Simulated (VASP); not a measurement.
Set up this calculation in VASP 6.6.1, as the native input.

* Task: band structure
* Functional: PBE
* Potentials or basis: VASP PAW PBE potentials, release 64 (Ni, Si)
* Cutoff: 600 eV
* k mesh: 5 × 5 × 5
* Occupations: fermi-dirac, width 0.05 eV
* Spin: collinear spin, ferromagnetic start
* Starting moments: [1.0, 1.0, 1.0, 1.0, 0.0, 0.0, 0.0, 0.0] μB
* Further INCAR settings: ALGO = Normal; EDIFF = 1e-06; NBANDS = 42

The system is SiNi.

```
Ni Si
1.0
     4.50369    0.00000    0.00000
     0.00000    4.50369    0.00000
     0.00000    0.00000    4.50369
Ni Si
4 4
Direct
  0.14950 0.14950 0.14950
  0.64950 0.35050 0.85050
  0.85050 0.64950 0.35050
  0.35050 0.85050 0.64950
  0.84683 0.84683 0.84683
  0.34683 0.65317 0.15317
  0.15317 0.34683 0.65317
  0.65317 0.15317 0.34683
```

The cell is a database's computed one.

These files were run (other wordings do the same):

POSCAR

```
SiNi
1.0
    4.5036940000      0.0000000000      0.0000000000
    0.0000000000      4.5036940000      0.0000000000
    0.0000000000      0.0000000000      4.5036940000
Ni Si
4 4
Direct
    0.1495040000      0.1495040000      0.1495040000
    0.6495040000      0.3504960000      0.8504960000
    0.8504960000      0.6495040000      0.3504960000
    0.3504960000      0.8504960000      0.6495040000
    0.8468300000      0.8468300000      0.8468300000
    0.3468300000      0.6531700000      0.1531700000
    0.1531700000      0.3468300000      0.6531700000
    0.6531700000      0.1531700000      0.3468300000
```

INCAR.step1

```
SYSTEM = SiNi
ALGO = Normal
EDIFF = 1E-6
ENCUT = 600
GGA = PE
ISIF = 2
ISMEAR = -1
ISPIN = 2
LASPH = .True.
LCHARG = .True.
LMAXMIX = 4
LORBIT = 11
LREAL = .False.
LWAVE = .False.
MAGMOM = 1 1 1 1 0 0 0 0
NBANDS = 42
NELM = 100
PREC = Accurate
SIGMA = 0.05
```

KPOINTS.step1

```
k-points
0
Gamma
  5 5 5
  0 0 0
```

INCAR.step2

```
SYSTEM = SiNi
ALGO = Normal
EDIFF = 1E-6
ENCUT = 600
GGA = PE
ICHARG = 11
ISIF = 2
ISMEAR = 0
ISPIN = 2
LASPH = .True.
LCHARG = .False.
LMAXMIX = 4
LORBIT = 11
LREAL = .False.
LWAVE = .False.
MAGMOM = 1 1 1 1 0 0 0 0
NBANDS = 42
NELM = 100
PREC = Accurate
SIGMA = 0.05
```

KPOINTS.step2

```
path GXMGRX,MR
15
line-mode
reciprocal
 0.0000000000  0.0000000000  0.0000000000  G
 0.0000000000  0.5000000000  0.0000000000  X

 0.0000000000  0.5000000000  0.0000000000  X
 0.5000000000  0.5000000000  0.0000000000  M

 0.5000000000  0.5000000000  0.0000000000  M
 0.0000000000  0.0000000000  0.0000000000  G

 0.0000000000  0.0000000000  0.0000000000  G
 0.5000000000  0.5000000000  0.5000000000  R

 0.5000000000  0.5000000000  0.5000000000  R
 0.0000000000  0.5000000000  0.0000000000  X

 0.5000000000  0.5000000000  0.0000000000  M
 0.5000000000  0.5000000000  0.5000000000  R
```

Potentials or basis: VASP PAW PBE potentials, release 64 (Ni, Si).

Run with:

```bash
$ cat potpaw_PBE.64/Ni/POTCAR potpaw_PBE.64/Si/POTCAR > POTCAR
$ cp INCAR.step1 INCAR
$ cp KPOINTS.step1 KPOINTS
$ mpirun -np 1 vasp_std > vasp.out
$ cp INCAR.step2 INCAR
$ cp KPOINTS.step2 KPOINTS
$ mpirun -np 1 vasp_std > vasp.out
```

Results of the run:

The band gap along the path is none (metal or under the smearing width) and the net moment is 0.00 μB per cell.

Caveat: the log is that of the step along the path at fixed density, whose energy, stress, charges and moments have no meaning.

It took 3.5 min on 1 thread of Intel(R) Xeon(R) 6975P-C (Granite Rapids), on a shared host, peak memory 0.64 GiB.
